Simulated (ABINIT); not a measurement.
A run of ABINIT 10.8.3 (patched build) is set up as follows.

The input run.abi:

```
# Datasets: one volume each
ndtset 7
getwfk -1
scalecart1 3*0.9795861087
scalecart2 3*0.9864848297
scalecart3 3*0.9932883884
scalecart4 3*1.0000000000
scalecart5 3*1.0066227096
scalecart6 3*1.0131594038
scalecart7 3*1.0196128224

# Pseudopotentials
pp_dirpath "./"
pseudos "C.LDA_PW-JTH.xml"

# Structure
acell 4.7660140852 4.7660140852 4.7660140852
rprim
     0.0000000000     0.7071067812     0.7071067812
     0.7071067812     0.0000000000     0.7071067812
     0.7071067812     0.7071067812     0.0000000000
ntypat 1
znucl 6
natom 2
typat 1 1
xred
     0.7500000000     0.7500000000     0.7500000000
     0.5000000000     0.5000000000     0.5000000000

# Plane-wave basis
ecut 544.227725 eV
pawecutdg 40.0

# k points
kptopt 1
ngkpt 13 13 13
nshiftk 1
shiftk 0.0 0.0 0.0

# Exchange and correlation
ixc -1007

# Bands and occupations
nband 8
occopt 3
tsmear 0.00183747

# SCF cycle
nstep 100
tolvrs 1.0e-9

# Output
iomode 3
prtwf 1
prtden 0
prteig 0
prtebands 0
```

Potentials or basis: JTH PAW LDA v2.0.

The run is started by

```bash
$ abinit run.abi > log 2>&1
```

(1) What does it give for the pressure derivative of the bulk modulus?

(2) Estimate the equilibrium volume.

Answers

(1) 3.7.

(2) 5.50 Å³/atom.

Caveat: pressures at fixed basis lie under the slope of the energies; the atomic spheres overlap.

**The experiment to reproduce.**

From “Equation of state of cubic boron nitride at high pressures and temperatures”, 2007, arxiv:cond-mat/0702656, for a bulk crystal of C: bulk modulus 442 ± 5 GPa.

A measured bulk modulus of C is 442 GPa (quoted in “Equation of state of cubic boron nitride at high pressures and temperatures”, 2007, arxiv:cond-mat/0702656); the calculated 470 GPa misses it by +6.2 %. 3 values of this kind are on record (442 to 444.8 GPa); this one was drawn at random among those near their median, those with a stated uncertainty first. The fit is for a static lattice scaled at fixed shape and fixed fractional positions. The cell as given is a measured one (5.67 Å³/atom); LDA-VWN puts the equilibrium volume -3.1 % from it, thermal expansion not counted.
